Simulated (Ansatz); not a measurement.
**Tc (bcc)**

Method: PBE with spin–orbit coupling; two-component spinors; PAW, 600 eV, Γ-centred 20×20×20 mesh, 0.05 eV Gaussian smearing; code Ansatz; PAW files: Ansatz's generated set soft_2.

```xyz
1
Lattice="-1.5402 1.5402 1.5402 1.5402 -1.5402 1.5402 1.5402 1.5402 -1.5402" Properties=species:S:1:pos:R:3 pbc="T T T"
Tc    0.0000    0.0000    0.0000
```

At room temperature and ambient pressure Tc is hcp.

The run above is the reference. The same cell was run again with other input settings; several of them aren't fit for production, so the rows show the settings' effect and aren't properties of the material.

| keys changed | outcome | ΔE (meV/atom) | P (GPa) | gap on the mesh (eV) | cell moment (μB) | largest force component (eV/Å) | SCF iterations | rough core-seconds | new warnings |
| --- | --- | --- | --- | --- | --- | --- | --- | --- | --- |
| none (reference) | converged | 0.0 | 0.0 | metal | 0.00 (no moment typed) | 0.000 | – | – | – |
| scf.convergence.dr2_threshold: 1e-08; basis.ecutwfc: 600 → "250 eV"; scf.occupations.method: "gaussian" → "fermi_dirac"; scf.occupations.width: 0.05 → 0.01 | converged | 6158.2 | 11.7 | metal | 0.00 (no moment typed) | 0.000 | 7 | 11 | cutoff below recommended; stress scf threshold loose |
| hamiltonian.xc: "pbe" → "lda" | converged | – | -14.3 | metal | 0.00 (no moment typed) | 0.000 | 6 | 50 | – |
| scf.initial_density.chi_scale: 0.1; basis.ecutwfc: 600 → "33.1 Ry" | converged | 6.5 | 0.0 | metal | 0.00 (no moment typed) | 0.000 | 6 | 18 | cutoff below recommended |
| hamiltonian.xc: "pbe" → "r2scan"; hamiltonian.dispersion: "d3bj" | converged | – | -7.9 | metal | 0.00 (no moment typed) | 0.000 | 7 | 60 | dispersion damping borrowed |
| basis.ecutwfc: 600 → "33.1 Ry" | converged | 6.5 | 0.0 | metal | 0.00 (no moment typed) | 0.000 | 6 | 18 | cutoff below recommended |
| basis.xc_grid: 3 | converged | 0.0 | 0.0 | metal | 0.00 (no moment typed) | 0.000 | 6 | 26 | – |
| accuracy: "high" | converged | 0.0 | 0.0 | metal | 0.00 (no moment typed) | 0.000 | 8 | 30 | – |

ΔE is the energy with the smearing extrapolated to zero. It is left out where the change alters the Hamiltonian or the spin treatment. The varied runs start from atomic densities (corrected by the program's trained start where that serves), with the default search for lower states unless a row changes it.

(1) What happens with these changes: basis.ecutwfc: 600 → "800 eV"?

(2) What happens with these changes: hamiltonian.dispersion: "d3bj"?

Answers:

(1) outcome converged, ΔE (meV/atom) -0.8, P (GPa) 0.0, gap on the mesh (eV) metal, cell moment (μB) 0.00 (no moment typed), largest force component (eV/Å) 0.000, SCF iterations 6, rough core-seconds 80.

(2) outcome converged, P (GPa) -7.1, gap on the mesh (eV) metal, cell moment (μB) 0.00 (no moment typed), largest force component (eV/Å) 0.000, SCF iterations 6, rough core-seconds 50.

The pair part of a dispersion correction pulls inward (a three-body part mostly pushes out), and in metals and ionic crystals with large ions it often overbinds.
